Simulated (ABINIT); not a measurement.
Here is an ABINIT 10.8.3 (patched build) calculation.

Contents of run.abi:

```
# Pseudopotentials
pp_dirpath "./"
pseudos "Ga.upf, N.upf"

# Structure
acell 3*1.0
rprim
     0.0000000000     4.2584989699     4.2584989699
     4.2584989699     0.0000000000     4.2584989699
     4.2584989699     4.2584989699     0.0000000000
ntypat 2
znucl 31 7
natom 2
typat 1 2
xred
     0.0000000000     0.0000000000     0.0000000000
     0.2500000000     0.2500000000     0.2500000000

# Plane-wave basis
ecut 36.0

# k points
kptopt 1
ngkpt 8 8 8
nshiftk 1
shiftk 0.0 0.0 0.0

# Exchange and correlation
ixc 11

# Bands and occupations
nband 13
occopt 3
tsmear 0.00183747

# SCF cycle
nstep 100
tolvrs 1.0e-10

# Output
iomode 3
prtwf 0
prteig 0
prtebands 0
prtden 1
prtvha 1
prtvclmb 1
prtpot 1
prtelf 1
```

Potentials or basis: PseudoDojo NC SR PBE v0.4.1 standard.

The run is started by

```console
$ abinit run.abi > log 2>&1
```

Q: Estimate the band gap on the k mesh.

A: 1.76 eV, direct.

 As with any semilocal functional, this PBE gap is likely too small.
